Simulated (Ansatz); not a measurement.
## MgF$_{2}$: relaxation (Ansatz)

Launch command:

```bash
ansatz run input.yaml --threads 2 --pin off --max-ram 3584MiB --backend cpu --events-out ev --progress --plain --runs-dir out
```

Input:

```yaml
crystal:
  lattice:
    - [4.55962166, 0.0, 0.0]
    - [0.0, 4.55962166, 0.0]
    - [0.0, 0.0, 2.97564819]
  atoms:
    - { symbol: Mg, position: [0.0, 0.0, 0.0] }
    - { symbol: Mg, position: [0.5, 0.5, 0.5] }
    - { symbol: F, position: [0.3028, 0.3028, 0.0] }
    - { symbol: F, position: [0.1972, 0.8028, 0.5] }
    - { symbol: F, position: [0.6972, 0.6972, 0.0] }
    - { symbol: F, position: [0.8028, 0.1972, 0.5] }
  symmetry: { tolerance: 0.0003 }
kpoints:
  mp_grid: { grid: [4, 4, 6], shift: [0, 0, 0] }
magnetization:
  noncollinear: true
  spin_orbit: true
scf:
  occupations: { method: gaussian, width: 0.0242 }
  lower_state_search: "off"
hamiltonian:
  pseudopotentials: { kind: paw_fr }
  xc: pbe
basis:
  ecutwfc: 420
  fft_grid_basis: typed
relax:
  max_steps: 40
  f_tol: 0.03
output:
  forces: true
  stress: true
  eigenvalues: true
  bader: true
  populations: true
  elf: true
  write_potential: true
  volumetric_format: npy
  dos:
    e_range: [-12, 8]
    de: 0.05
    projected: { site_lists: { F: [F], Mg: [Mg] } }
    method: { smearing: { sigma: 0.1, scheme: gaussian } }
  write_density: true
checkpoint:
  read: saved_state
```

Origin of the cell: a database entry, scaled a little.

The saved state is a converged single point of the same cell.

Steps:

```
step  ΔF (meV/atom)  max force component (eV/Å)  SCF iterations  step was
   1            0.0                       0.092               6  accepted
   2           -0.2                       0.066               4  accepted
   3           -0.4                       0.000               5  accepted
```

Step 1, with forces in eV/Å:

```xyz
6
Lattice="4.560 0.000 0.000 0.000 4.560 0.000 0.000 0.000 2.976" Properties=species:S:1:pos:R:3:forces:R:3 pbc="T T T" step=1
Mg    0.000    0.000    0.000    0.000    0.000    0.000
Mg    2.280    2.280    1.488    0.000    0.000    0.000
F     1.381    1.381    0.000   -0.092   -0.092    0.000
F     0.899    3.660    1.488    0.092   -0.092    0.000
F     3.179    3.179    0.000    0.092    0.092    0.000
F     3.660    0.899    1.488   -0.092    0.092    0.000
```

Step 2, with forces in eV/Å:

```xyz
6
Lattice="4.560 0.000 0.000 0.000 4.560 0.000 0.000 0.000 2.976" Properties=species:S:1:pos:R:3:forces:R:3 pbc="T T T" step=2
Mg    0.000    0.000    0.000    0.000    0.000    0.000
Mg    2.280    2.280    1.488    0.000    0.000    0.000
F     1.379    1.379    0.000   -0.066   -0.066    0.000
F     0.901    3.659    1.488    0.066   -0.066    0.000
F     3.181    3.181    0.000    0.066    0.066    0.000
F     3.659    0.901    1.488   -0.066    0.066    0.000
```

Step 3, with forces in eV/Å:

```xyz
6
Lattice="4.560 0.000 0.000 0.000 4.560 0.000 0.000 0.000 2.976" Properties=species:S:1:pos:R:3:forces:R:3 pbc="T T T" step=3
Mg    0.000    0.000    0.000    0.000    0.000    0.000
Mg    2.280    2.280    1.488    0.000    0.000    0.000
F     1.374    1.374    0.000    0.000    0.000    0.000
F     0.906    3.654    1.488    0.000    0.000    0.000
F     3.185    3.185    0.000    0.000    0.000    0.000
F     3.654    0.906    1.488    0.000    0.000    0.000
```

| Property | Result |
| --- | --- |
| Free energy lowered by | 0.4 meV/atom |
| Final pressure | 11.30 GPa |
| Relaxation steps listed | 3 |

Caveats: the SCF threshold is looser than advised for a stress; the relaxation held the start's symmetry, so the end may be a saddle point.

The run took 34 s on 2 threads of Arm Neoverse V2, on a shared host, peak memory 0.48 GiB, from a saved density.
